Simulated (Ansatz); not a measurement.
# Ag under changes of volume

One of the cells (17.806 Å³/atom); the others are scaled copies at fixed shape and fractional positions:

```xyz
2
Lattice="2.9300 0.0000 0.0000 -1.4650 2.5375 0.0000 0.0000 0.0000 4.7900" Properties=species:S:1:pos:R:3 pbc="T T T"
Ag    1.4650    0.8458    3.5925
Ag    0.0000    1.6916    1.1975
```

This isn't the form of Ag at room conditions, which is fcc.

```yaml
Program: Ansatz 0.2.0
Functional: PBEsol
Potentials_or_basis: Ansatz PAW
Cutoff: "420 eV (not typed: the program's choice for these potentials)"
k_mesh: 10 × 10 × 6
Occupations: fermi-dirac, width 0.05 eV
Spin: no spin polarisation
```

```tsv
volume (Å³/atom)	energy over the lowest point (meV/atom)	pressure (GPa)
16.738	0.00	-0.1
17.094	2.73	-2.4
17.450	10.24	-4.4
17.806	21.92	-6.1
18.162	37.19	-7.6
18.518	55.57	-8.9
18.875	?	?
```

What does the run at 18.875 Å³/atom give?

Energy over the lowest point 76.65 meV/atom; pressure -10.0 GPa.

Worked out: A Birch-Murnaghan fit of order 3 (a polynomial in V^(-2/3)) to the other rows has its minimum at 16.73 Å³/atom, just outside them, with B0 = V·E''(V) = 117 GPa and B' = 5.6 at fixed shape and positions, which overstates the stiffness. It gives 76.69 meV/atom at 18.875 Å³/atom, against the run's 76.65, and -dE/dV = -10.0 GPa, against -10.0.

Energies are extrapolated to zero smearing.

Caveats: the PAW data sets come from PBE, with cores solved anew for the run's functional, which leaves a small shift of forces and pressure.
